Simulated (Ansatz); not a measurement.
**ZrC under changes of volume**

One of the cells (13.228 Å³/atom); the others are scaled copies at fixed shape and fractional positions:

```xyz
2
Lattice="0.0000 2.3650 2.3650 2.3650 0.0000 2.3650 2.3650 2.3650 0.0000" Properties=species:S:1:pos:R:3 pbc="T T T"
Zr    2.3650    2.3650    2.3650
C     0.0000    0.0000    0.0000
```

* Program: Ansatz 0.2.0
* Functional: LDA
* Potentials or basis: all-electron LAPW, scalar-relativistic
* Cutoff: 253 eV (chosen from the basis error)
* Basis error allowed: 0.001 eV/atom
* k mesh: 10 × 10 × 10
* Occupations: fermi-dirac, width 0.05 eV
* Spin: no spin polarisation

```csv
volume (Å³/atom),energy over the lowest point (meV/atom),pressure (GPa)
12.434,0.00,1.4
12.699,2.02,-3.7
12.963,?,?
13.228,29.20,-12.4
13.493,52.81,-16.1
13.757,82.21,-19.4
14.022,116.81,-22.4
```

Q: What does the run at 12.963 Å³/atom give?

A: Energy over the lowest point 12.03 meV/atom; pressure -8.3 GPa.

Worked out: A Birch-Murnaghan fit of order 3 (a polynomial in V^(-2/3)) to the other rows has its minimum at 12.50 Å³/atom with B0 = V·E''(V) = 247 GPa and B' = 4.1. It gives 11.99 meV/atom at 12.963 Å³/atom, against the run's 12.03, and -dE/dV = -8.3 GPa, against -8.3.

Energies are extrapolated to zero smearing.
